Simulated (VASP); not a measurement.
TiO2:

```
Ti O
1.0
     4.59984    0.00000    0.00000
     0.00000    4.59984    0.00000
     0.00000    0.00000    2.95921
Ti O
2 4
Direct
  0.00000 0.00000 0.50000
  0.50000 0.50000 0.00000
  0.30432 0.30432 0.50000
  0.19568 0.80432 0.00000
  0.80432 0.19568 0.00000
  0.69568 0.69568 0.50000
```

The cell is a database's computed one.

| Property | Result |
| --- | --- |
| Program | VASP 6.6.1 |
| Task | relaxation of cell and atoms |
| Functional | BLYP |
| Potentials or basis | VASP PAW PBE potentials, release 64 (Ti_sv, O) |
| Cutoff | 600 eV |
| k mesh | 6 × 6 × 9 |
| Occupations | fermi-dirac, width 0.05 eV |
| Spin | no spin polarisation |

At the start: pressure 10.7 GPa; volume 10.44 Å³/atom.

Problem. How do energy, volume and symmetry change on relaxing?

Solution. Over 6 steps the energy falls by 16.5 meV/atom and the volume is 10.95 Å³/atom (+5.0 %); space group P4_2/mnm (No. 136, to 0.05 Å).

The path:
```tsv
step	energy change (eV)	largest force (eV/Å)	pressure (GPa)	volume (Å³)
1	0.0000	0.1000	10.75	62.61
2	0.0370	0.3871	-10.52	69.17
3	-0.0933	0.1471	-0.06	65.51
4	-0.0933	0.1428	0.12	65.46
5	-0.0981	0.0496	0.13	65.62
6	-0.0988	0.0075	0.12	65.71
```

Final structure:
```
Ti O
1.0
     4.68791    0.00000    0.00000
     0.00000    4.68791    0.00000
     0.00000    0.00000    2.99016
Ti O
2 4
Cartesian
  0.0000 0.0000 1.4951
  2.3440 2.3440 2.9902
  1.4319 1.4319 1.4951
  0.9121 3.7758 2.9902
  3.7758 0.9121 2.9902
  3.2560 3.2560 1.4951
```

Caveat: the PAW data sets were made with another functional, which shifts forces and pressure a little.
